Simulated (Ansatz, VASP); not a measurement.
## Two plane-wave programs on C

```
C
1.0
     2.46494    0.00000    0.00000
    -0.00815    4.41330    0.00000
     0.00000    0.00000   19.44400
C
8
Direct
  0.74914 0.74054 0.36001
  0.24879 0.63660 0.38798
  0.24810 0.42910 0.44401
  0.74776 0.32516 0.47199
  0.74707 0.11265 0.52802
  0.24673 0.00729 0.55471
  0.24598 0.78105 0.61047
  0.74565 0.68268 0.63336
```

Alike in both runs: functional PBE; dispersion D3(BJ); k mesh 11 × 6 × 1; occupations gaussian, width 0.05 eV; no spin polarisation.

Ansatz relaxed the structure, and its values are those at the end. VASP's run is a single point on that final structure, the one shown.

|  | VASP | Ansatz |
| --- | --- | --- |
| version | VASP 6.6.1 | Ansatz 0.2.0 |
| potentials or method | VASP PAW PBE potentials, release 64 (C) | scalar-relativistic, plane waves, PAW |
| plane-wave cutoff (eV) | 520 | 420 |
| valence electrons in the cell | 32 | 32 |

Ansatz gave:

| Item | Value |
| --- | --- |
| gap on the k mesh at the Fermi level (eV) | none |
| rms of the force components (eV/Å) | 0.756 |

Q: Estimate VASP's values.

A: gap on the k mesh at the Fermi level (eV): none; rms of the force components (eV/Å): 0.750.

A gap of «none» marks a metal or a gap that the smearing closes.
